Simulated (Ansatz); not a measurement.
I need a breakdown of dispersion, smearing and cutoff terms of NaCl, space group Pm-3m. Use Ansatz 0.2.0 through its Python package. Use (first run): PBEsol, PAW, cutoff 340 eV, 8×8×8 k-points, fixed occupations, D3BJATM dispersion.

```yaml
crystal:
  lattice:
    - [2.86000, 0.00000, 0.00000]
    - [0.00000, 2.86000, 0.00000]
    - [0.00000, 0.00000, 2.86000]
  atoms:
    - { symbol: Na, position: [0.00000, 0.00000, 0.00000] }
    - { symbol: Cl, position: [0.50000, 0.50000, 0.50000] }
```

`terms_nacl.py`
```python
# -*- coding: utf-8 -*-
'''Taking single terms out of the free energy of NaCl.'''

import warnings

import ansatz as az

config = {
    'smearing': 'Fixed',
}

warnings.simplefilter('ignore', az.DeckWarning)

cell = (
    az.Lattice.of((2.86, 0.0, 0.0), (0.0, 2.86, 0.0), (0.0, 0.0, 2.86))
    .atom('Na', (0.0, 0.0, 0.0))
    .atom('Cl', (0.5, 0.5, 0.5))
)

setup = cell.calculation().kpoints(8, center='gamma').occupations(config['smearing'])
with_term = setup.functional('pbesol', dispersion='d3bjatm').basis(340).cutoff_correction(590).run(threads=1, pin='off').report
without = setup.functional('pbesol').basis(340).run(threads=1, pin='off').report
finer = setup.functional('pbesol').basis(590).run(threads=1, pin='off').report
removed = az.free_energy_without(with_term, az.EnergyTerm.DISPERSION)
print(f'dispersion term            {with_term["components"]["e_disp"]:.5f} eV')
print(f'F less dispersion          {removed:.5f} eV, run without it {without["free_energy_ev"]:.5f} eV')
print(f'F less smearing term       {az.free_energy_without(without, az.EnergyTerm.SMEARING):.5f} eV')
print(f'estimated gain to 590 eV   {with_term["cutoff_correction"]["energy_ev"]:.5f} eV, found {finer["free_energy_ev"] - without["free_energy_ev"]:.5f} eV')
```

```console
$ python terms_nacl.py
dispersion term            -0.65929 eV
F less dispersion          -2538.08530 eV, run without it -2538.08530 eV
F less smearing term       -2538.08530 eV
estimated gain to 590 eV   -0.00715 eV, found -0.00707 eV
```

Caveats:
- Absolute energies stand on the zero of these potentials, so only differences at equal settings mean something. A total without «per atom» is that of the whole cell that was run.
- The cutoff lies under the one recommended for these potentials in some of the runs.
- The starting cell is as deposited in a crystallographic database; the results hold for this polymorph, which needn't be the stable one.
- The script silences the warnings on its input, which a real study should read.
- The whole script took 2.2 s on 1 thread of Arm Neoverse V2, with other jobs on the host, peak memory 0.32 GiB.
